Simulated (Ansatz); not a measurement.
CoO:

```xyz
2
Lattice="0.0000 2.1315 2.1315 2.1315 0.0000 2.1315 2.1315 2.1315 0.0000" Properties=species:S:1:pos:R:3 pbc="T T T"
Co    0.0000    0.0000    0.0000
O     2.1315    2.1315    2.1315
```

- Program: Ansatz 0.2.0
- Task: relaxation of cell and atoms
- Functional: PBEsol
- Potentials or basis: all-electron LAPW, scalar-relativistic
- Basis error allowed: 0.001 eV/atom
- k mesh: 11 × 11 × 11
- Occupations: fermi-dirac, width 0.05 eV
- Spin: collinear spin, ferromagnetic start
- Starting moments: [2.0, 0.0] μB

At the start: volume 9.68 Å³/atom.

Problem. Where does the relaxation end?

Solution. Over 5 steps the energy falls by 21.7 meV/atom and the volume is 9.07 Å³/atom (-6.3 %); space group Fm-3m (No. 225, to 0.05 Å); moment 2.80 μB per cell.

Step by step:
```csv
step,energy change (eV),largest force (eV/Å),volume (Å³)
1,0.0000,0.0000,19.37
2,-0.0323,0.0000,18.75
3,-0.0434,0.0000,18.09
4,-0.0435,0.0000,18.15
5,-0.0435,0.0000,18.15
```

Final structure:
```
Co O
1.0
     0.00000    2.08577    2.08577
     2.08577    0.00000    2.08577
     2.08577    2.08577    0.00000
Co O
1 1
Direct
  0.00000 0.00000 0.00000
  0.50000 0.50000 0.50000
```

Caveat: a cell with one magnetic atom can't hold antiferromagnetic order, which such compounds often take.
